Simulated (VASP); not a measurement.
A run of VASP 6.6.1 is set up as follows.

File INCAR:

```
SYSTEM = SiO
PREC     = Accurate       ! precision mode
ENCUT    = 900            ! plane-wave cutoff, eV
EDIFF    = 1E-6           ! SCF threshold, eV
ISMEAR   = 0              ! smearing method
SIGMA    = 0.01           ! smearing width, eV
LREAL    = .False.        ! projectors in reciprocal space
LASPH    = .True.         ! aspherical terms in the spheres
NELM     = 60             ! most SCF steps
ALGO     = Normal         ! electronic algorithm
ISIF     = 2              ! what is computed and relaxed
LWAVE    = .False.        ! write WAVECAR
LCHARG   = .False.        ! write CHGCAR
GGA      = RE             ! functional
IVDW     = 12             ! dispersion correction
NBANDS   = 12             ! bands
```

File KPOINTS:

```
Automatic mesh
0
Gamma
  1 1 1
  0 0 0
```

Contents of POSCAR:

```
SiO
1.0
   11.0000000000      0.0000000000      0.0000000000
    0.0000000000     10.0000000000      0.0000000000
    0.0000000000      0.0000000000     10.0000000000
O Si
1 1
Direct
    0.4429363600      0.5252500000      0.4710000000
    0.5594272700      0.4789500000      0.5358000000
```

Potentials or basis: VASP PAW PBE potentials, release 64 (O_h, Si).

The run is started by

```console
$ cat potpaw_PBE.64/O_h/POTCAR potpaw_PBE.64/Si/POTCAR > POTCAR
$ mpirun -np 1 vasp_gam > vasp.out
```

What does it give for the gap between the frontier levels?

4.59 eV.

Predict the largest force.

1.249 eV/Å.

Forces in eV/Å, atoms in the order of the input:
```
O   -1.059  0.385 -0.539
Si   1.059 -0.385  0.539
```

Caveat: the PAW data sets were made with another functional, which shifts forces and pressure a little.
